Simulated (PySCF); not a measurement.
**Mayer bond orders and bond lengths**

C7H8.
SMILES with atom numbers: `[CH:1]1=[CH:2][C@H:3]2[CH:4]=[CH:5][C@@H:6]1[CH2:7]2` (hydrogens: H8 on C1; H9 on C2; H10 on C3; H11 on C4; H12 on C5; H13 on C6; H14, H15 on C7)

Structure used (GFN2-xTB), in Å, numbered top down from 1:
```
atom  x, y, z in Å
C1     1.185   -0.598   -0.699
C2     1.175    0.722   -0.591
C3     0.002    1.090    0.306
C4    -1.245    0.693   -0.471
C5    -1.234   -0.626   -0.580
C6     0.019   -1.125    0.125
C7     0.064   -0.103    1.276
H8     1.839   -1.225   -1.274
H9     1.818    1.445   -1.055
H10    0.011    2.093    0.724
H11   -1.948    1.400   -0.868
H12   -1.927   -1.270   -1.088
H13    0.044   -2.181    0.375
H14    0.987   -0.143    1.854
H15   -0.796   -0.164    1.943
```

Bond orders from the PBE0/pcSseg-1 density (PySCF). Geometry: GFN2-xTB; no solvent, vibrations or thermal averaging.

Where do the orders between heavy atoms depart from those drawn in the SMILES?

The largest departure is 0.137, at C1–C2 (drawn double, 1.863) and C4–C5 (drawn double, 1.863).

Set the Mayer orders of the bonds between heavy atoms beside their lengths.

| bond | drawn as | length (Å) | Mayer order |
| --- | --- | --- | --- |
| C1–C2 | double | 1.324 | 1.863 |
| C2–C3 | single | 1.522 | 0.961 |
| C3–C4 | single | 1.522 | 0.961 |
| C4–C5 | double | 1.324 | 1.863 |
| C5–C6 | single | 1.522 | 0.961 |
| C6–C7 | single | 1.540 | 0.957 |
| C6–C1 | single | 1.522 | 0.961 |
| C7–C3 | single | 1.539 | 0.957 |

Bonds between the same two heavy elements. C–C: lowest C6–C7 and C7–C3 (0.957, 1.540 Å), highest C1–C2 and C4–C5 (1.863, 1.324 Å). Bonds named together lie within 0.004.

And the bonds to hydrogen?

C–H: 0.96 to 0.99 (8 bonds).

Sum the orders of all bonds at each heavy atom with more than one neighbour and set the sums beside the valence in the SMILES.

C1 3.818 (drawn 4), C2 3.818 (drawn 4), C3 3.864 (drawn 4), C4 3.818 (drawn 4), C5 3.818 (drawn 4), C6 3.864 (drawn 4), C7 3.828 (drawn 4). Orders between atoms that aren't bonded are not in these sums.

Mayer orders depend on the basis set.
